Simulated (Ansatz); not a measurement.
A crystal relaxed with r2SCAN in the plane-wave code Ansatz has space group Pm-3m (No. 221) and a = 3.179 Å.

```csv
atom,site,x,y,z
Pb,1a,0.0000,0.0000,0.0000
Xx,1b,0.5000,0.5000,0.5000
```

HSE06 gives an indirect gap of 0.14 eV, from R–X (0.90 of the way from R) to X; the least direct gap is 0.30 eV at X. PBE gives a direct gap of 0.03 eV at R–X (0.90 of the way from R). (This is within a few times the smearing of 0.02 eV, so the filling near the edges can be smeared.) Meshes: HSE06 6×6×6, PBE 8×8×8.

Problem. Which element is Xx?
A. O
B. S
C. Se
D. Te

Solution. A. Xx is O: PbO (CsCl type). Around Pb lie 8 O at 2.75 Å; around O lie 8 Pb at 2.75 Å.

The cell comes from a prototype generator: it can be a known phase or a hypothetical one. Spin polarisation is off.

Spin-orbit coupling is left out; in compounds of Pb, Bi, Tl or Hg it can lower a gap by up to about 1 eV, split its edges or invert the bands.

Where an edge lies off the special points, it is a point of the mesh or the k point where a search put PBE's edge or least direct gap, reused for the other functionals, whose own edges may lie a little apart; PBE's own value is read along its path and can be a few hundredths of an eV high.

Gaps or overlaps of about a tenth of an eV are at the limit of these meshes: between the points read a gap can be smaller or closed.

The meshes of the hybrids are coarse, so their gaps aren't converged to the digits shown.
